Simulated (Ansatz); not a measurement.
**HfO2 under changes of volume**

One of the cells (11.532 Å³/atom); the others are scaled copies at fixed shape and fractional positions:

```
CELL_PARAMETERS angstrom
5.11800 0.00000 0.00000
0.00000 5.18570 0.00000
-0.85866 0.00000 5.21387
ATOMIC_POSITIONS crystal
Hf 0.27550 0.46030 0.70800
Hf 0.72450 0.96030 0.79200
Hf 0.72450 0.53970 0.29200
Hf 0.27550 0.03970 0.20800
O 0.07420 0.16840 0.84670
O 0.92580 0.66840 0.65330
O 0.92580 0.83160 0.15330
O 0.07420 0.33160 0.34670
O 0.44870 0.74190 0.98010
O 0.55130 0.24190 0.51990
O 0.55130 0.25810 0.01990
O 0.44870 0.75810 0.48010
```

* Program: Ansatz 0.2.0
* Functional: PBEsol
* Dispersion: D3(BJ)
* Potentials or basis: Ansatz PAW
* Cutoff: 420 eV (not typed: the program's choice for these potentials)
* k mesh: 5 × 5 × 5
* Occupations: fermi-dirac, width 0.05 eV
* Spin: no spin polarisation

| volume (Å³/atom) | energy over the lowest point (meV/atom) | pressure (GPa) | gap on the mesh (eV) | largest force (eV/Å) |
| --- | --- | --- | --- | --- |
| 10.840 | 17.35 | 12.1 | 4.30 | 0.647 |
| 11.070 | 4.50 | 5.9 | 4.23 | 0.571 |
| 11.301 | 0.00 | 0.4 | 4.16 | 0.505 |
| 11.532 | 3.13 | -4.6 | 4.10 | 0.448 |
| 11.762 | 13.07 | -9.1 | 4.03 | 0.401 |
| 11.993 | ? | ? | ? | ? |
| 12.223 | 50.74 | -16.8 | 3.90 | 0.337 |

**Question.** What does the run at 11.993 Å³/atom give?

**Answer.** Energy over the lowest point 29.14 meV/atom; pressure -13.1 GPa; gap on the mesh 3.97 eV; largest force 0.364 eV/Å.

Worked out: A Birch-Murnaghan fit of order 3 (a polynomial in V^(-2/3)) to the other rows has its minimum at 11.32 Å³/atom with B0 = V·E''(V) = 256 GPa and B' = 4.2 at fixed shape and positions, which overstates the stiffness. It gives 29.18 meV/atom at 11.993 Å³/atom, against the run's 29.14, and -dE/dV = -13.2 GPa, against -13.1. A straight line through the other rows of the gap, of slope -3.32 eV per unit of ln V, gives 3.96 eV, against the run's 3.97.

Energies are extrapolated to zero smearing.

Caveats: odd divisions of the mesh miss points on the zone boundary, where band edges often lie, so the gap on the mesh can be too wide; spin-orbit coupling is left out, which moves the levels of the heavy elements; the PAW data sets come from PBE, with cores solved anew for the run's functional, which leaves a small shift of forces and pressure.

A mesh can miss the band edges.
